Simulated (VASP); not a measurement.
Here is a VASP 6.6.1 calculation.

Contents of INCAR:

```
SYSTEM = Tl
  PREC = Accurate
  ENCUT = 500
  EDIFF = 1E-6
  ISMEAR = 0
  SIGMA = 0.05
  LREAL = .FALSE.
  LASPH = .TRUE.
  NELM = 80
  ALGO = Normal
  ISIF = 2
  LWAVE = .FALSE.
  LCHARG = .FALSE.
  GGA = PE
  NBANDS = 8
```

Contents of KPOINTS:

```
Automatic mesh
0
G
  9 9 9
  0 0 0
```

POSCAR

```
Tl
1.0
    0.0000000000      2.4663412330      2.4663412330
    2.4663412330      0.0000000000      2.4663412330
    2.4663412330      2.4663412330      0.0000000000
Tl
1
Cartesian
    0.0000000000      0.0000000000      0.0000000000
```

Potentials or basis: VASP PAW PBE potentials, release 64 (Tl).

Command:

```sh
$ cat potpaw_PBE.64/Tl/POTCAR > POTCAR
$ mpirun -np 1 vasp_std > vasp.out
```

Q: Predict the pressure.

A: 1.0 GPa.

Q: Predict the band gap on the k mesh.

A: None (metal or under the smearing width).

Spin-orbit coupling is left out, which matters for the levels of Tl.
